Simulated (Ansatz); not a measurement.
Strain and the gap of ZnSnN2 (ordering on rocksalt)

An ordered 4-atom cell of ZnSnN2 on the rocksalt lattice (R-3m), relaxed with r2SCAN in Ansatz 0.2.0. It is trigonal, R-3m (No. 166); conventional cell a = 3.167 Å, c = 15.449 Å, 11.19 Å³ an atom. Around Zn lie 6 N at 2.27 Å; around Sn lie 6 N at 2.21 Å; around N lie 3 Sn at 2.21 Å and 3 Zn at 2.27 Å.

The axes x, y and z are those of this cell:
```yaml
crystal:
  lattice:
    - [1.58369, 0.91434, 5.14982]
    - [-1.58369, 0.91434, 5.14982]
    - [0.00000, -1.82868, 5.14982]
  atoms:
    - { symbol: Zn, position: [0.00000, 0.00000, 0.00000] }
    - { symbol: Sn, position: [0.50000, 0.50000, 0.50000] }
    - { symbol: N, position: [0.24647, 0.24647, 0.24647] }
    - { symbol: N, position: [0.75353, 0.75353, 0.75353] }
```

Unstrained: PBE gives an indirect gap of 0.737 eV, from k = (-0.005, 0.195, -0.201) to Γ; the least direct gap is 0.851 eV at F. The r2SCAN gap is indirect, 1.189 eV (k = (-0.005, 0.195, -0.201) to Γ), below the direct gap of 1.325 eV at F. HSE06 gives an indirect gap of 1.899 eV, from k = (-0.005, 0.195, -0.201) to Γ; the least direct gap is 2.082 eV at F. Meshes: PBE 10×10×10, r2SCAN 10×10×10, HSE06 6×6×6. Strains are changes of length per length, and xy shears are angles. After each strain the atoms were relaxed again with r2SCAN within the symmetry that the strain leaves, so tilts or polar shifts that break it weren't tested; points keep the names that they have in the unstrained zone. No spin polarisation. The prototype was imposed, so other structures may be more stable.

Changes of the least gap in eV (an overlap counts as a negative gap):
```json
{"strain": "epitaxial -2.0 % in the xy plane, free normal strain +0.96 %", "volume change (%)": "-3.0", "space group": "R-3m", "PBE": "–", "r2SCAN": "–", "HSE06": "+0.367", "energy rise, r2SCAN (meV/atom)": "–"}
{"strain": "xy shear, engineering strain (angle) +1.5 %", "volume change (%)": "0.0", "space group": "P-1", "PBE": "-0.011", "r2SCAN": "-0.010", "HSE06": "-0.010", "energy rise, r2SCAN (meV/atom)": "1.1"}
{"strain": "uniaxial -5.0 % along x", "volume change (%)": "-5.0", "space group": "C2/m", "PBE": "+0.071", "r2SCAN": "+0.138", "HSE06": "–", "energy rise, r2SCAN (meV/atom)": "38.4"}
{"strain": "isotropic +0.5 % on every length", "volume change (%)": "+1.5", "space group": "R-3m", "PBE": "-0.117", "r2SCAN": "-0.124", "HSE06": "-0.139", "energy rise, r2SCAN (meV/atom)": "1.5"}
```

Epitaxial -2.0 % in the xy plane, free normal strain +0.96 %. HSE06: the gap goes from 1.899 to 2.266 eV (+0.367 eV); the edges go from (-0.005, 0.195, -0.201) → Γ to (-0.047, 0.177, -0.224) → F.

Xy shear, engineering strain (angle) +1.5 %. HSE06: the gap goes from 1.899 to 1.889 eV (-0.010 eV); the edges go from (-0.005, 0.195, -0.201) → Γ to (0.185, -0.021, -0.208) → Γ. Stress change with r2SCAN, compression positive: xx +0.01, yy +0.07, zz +0.03, xy -2.02, xz +0.86 GPa.

Uniaxial -5.0 % along x, other directions held. r2SCAN: the gap goes from 1.189 to 1.327 eV (+0.138 eV); the F points, equivalent before, split by 195 meV, and the valence top lies at those like (1/2, 1/2, 0); the F points, equivalent before, split by 196 meV, and the conduction bottom lies at those like (1/2, 0, 1/2); the edges go from (-0.005, 0.195, -0.201) → Γ to F → F. Stress change with r2SCAN, compression positive: xx +23.22, yy +6.95, zz +5.12, yz -2.53 GPa.

Isotropic +0.5 % on every length. HSE06: the gap goes from 1.899 to 1.760 eV (-0.139 eV); the edges go from (-0.005, 0.195, -0.201) → Γ to (-0.016, 0.190, -0.206) → Γ. Stress change with r2SCAN, compression positive: xx -2.88, yy -2.88, zz -2.50 GPa.

Spin-orbit coupling is left out, which matters wherever the heavy atoms make up the band edges.

Where an edge lies off the special points, it is a point of the mesh or the k point where a search put PBE's edge or least direct gap, reused for the other functionals, whose own edges may lie a little apart.

Coordinates of k points refer to the reciprocal vectors of the primitive cell of the runs.
